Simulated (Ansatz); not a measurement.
BP (zincblende): a single-point calculation in Ansatz 0.2.0 (r2SCAN). The cell was relaxed with r2SCAN and then strained (uniaxial +1.0 % along z, other directions held), with the atoms relaxed again with r2SCAN; k points keep the names of the unstrained zone.

```yaml
crystal:
  lattice:
    - [0.0, 2.2683156689, 2.2909988256]
    - [2.2683156689, 0.0, 2.2909988256]
    - [2.2683156689, 2.2683156689, 0.0]
  atoms:
    - { symbol: B, position: [0.0, 0.0, 0.0] }
    - { symbol: P, position: [0.25, 0.25, 0.25] }
kpoints:
  mp_grid: { grid: [10, 10, 10] }
  band_path:
    path:
      - [0.0, 0.0, 0.0]
      - [-0.5, -0.5, 0.0]
      - [-0.375, -0.375, 0.25]
      - [-0.375, 0.0, 0.375]
      - [0.0, 0.0, 0.5]
      - [-0.5, -0.25, 0.25]
      - [0.0, 0.411458, 0.411458]
    npoints: 1
hamiltonian:
  xc: r2scan
scf:
  occupations: { method: fixed }
  n_extra_bands: 4
output:
  forces: true
  stress: true
  eigenvalues: true
```

In the abridged output below, numbers in square brackets stand for lines, or ends of lines, that were taken out.
```
scf.n_extra_bands = 4 over 4 filled bands (N_el = 8.0): the run solves 8 bands
Pseudopotential: B, paw, valence charge 3, recommended cutoff 500 eV (meta_gga)
Pseudopotential: P, paw, valence charge 5, recommended cutoff 500 eV (meta_gga)
Functional definition: r2SCAN
Crystal: 2 atoms, lattice volume = 23.576 Å³
Basis set: ecut = 500 eV, 609 PW (Γ)
Symmetry: 8 space group operations
Space group: I-4m2 (ITA 119)
k-points: 102 of 1000 (time reversal used)
Free energy (F): -916.684508 eV
[1]
--- Per-component energies (eV) ---
  E_band       = 18.384093
  E_kinetic    = 120.978907
  E_local      = -67.435534
  E_nonlocal   = 44.097377
  E_hartree    = 17.154401
  E_xc         = -90.929587
  E_vxc        = -107.889628
  E_paw        = -655.804947
  E_vpaw       = -10.599370
  E_vtau       = 4.923596
  E_ewald      = -284.635841
  E_core_change = -0.109284
--- Stress (GPa, compression-positive) ---
[2]
--- Band table (eV; the first three rows and the last of 102) ---
[3]
```

The rows of the band table are 0: (0, 0, 0) = Γ, 1: (0, 0, 0.100), 2: (0, 0, 0.200), 101: (-1/2, -1/2, 0) = X.

Problem. What stood in the gaps? They hold the stress, the Fermi energy and the band table.

Solution.
```
[1]
Fermi energy:    9.145463 eV
[2]
       -0.707200       0.000000       0.000000
        0.000000      -0.707200       0.000000
        0.000000       0.000000      -3.584131
  P = ⅓ Tr σ = -1.6662 GPa (-16.662 kbar)
[3]
  k-point 0: bands = [-7.0827, 9.0410, 9.1455, 9.1455, 12.6778, 12.6778, 12.7385, 16.9440]
  k-point 1: bands = [-6.8947, 7.7399, 8.7625, 8.8378, 13.1117, 13.1163, 13.2128, 17.4960]
  k-point 2: bands = [-6.3382, 5.2872, 8.1615, 8.2560, 13.4045, 13.8886, 13.9015, 18.7743]
  k-point 101: bands = [-2.0362, -0.0452, 4.8607, 4.8607, 10.7077, 11.1106, 21.9831, 21.9831]
```
Only the leading digits can be foreseen; the rest is this run's record.

The r2SCAN gap is indirect, 1.35 eV (Γ to Γ–X (0.82 of the way from Γ)), below the direct gap of 3.53 eV at Γ. With the atoms held, the mean pressure is -1.67 GPa (compression positive).

Run as `ansatz run input.yaml --threads 2 --pin off --max-ram 29491MiB --backend cpu --events-out ev --progress --plain --runs-dir out`. It took 2.1 s on 2 threads of AMD EPYC 7R13 Processor (Zen 3), with other jobs on the host, load about 0.7 per core; peak host memory 0.5 GiB.

The values are computed, spin-unpolarised, and not measurements.
